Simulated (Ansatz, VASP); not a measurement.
## RbBr in VASP and in Ansatz

```
CELL_PARAMETERS angstrom
-0.05572 3.46083 3.46083
3.46083 -0.05572 3.46083
3.40511 3.40511 0.00000
ATOMIC_POSITIONS crystal
Rb 0.00000 0.00000 0.00000
Br 0.50000 0.50000 0.50000
```

Change from the starting cell: shear_xy strain -3.2%.

Alike in both runs: task single point; functional r2SCAN; k mesh 6 × 6 × 6; no spin polarisation.

```csv
,VASP,Ansatz
version,VASP 6.6.1,Ansatz 0.2.0
potentials or method,"VASP PAW PBE potentials, release 64 (Rb_sv, Br)","plane waves, PAW"
plane-wave cutoff (eV),520,500
occupations,"gaussian, width 0.01 eV",fixed
valence electrons in the cell,16,16
```

```tsv
	VASP	Ansatz	Ansatz less VASP
gap on the k mesh at the Fermi level (eV)	4.86	4.86	0.000
pressure (GPa)	0.0	0.0	-0.02
largest component of the traceless stress (GPa)	0.13	0.13	0.000
```

Caveats: the PAW data sets were made with another functional, which shifts forces and pressure a little (VASP).
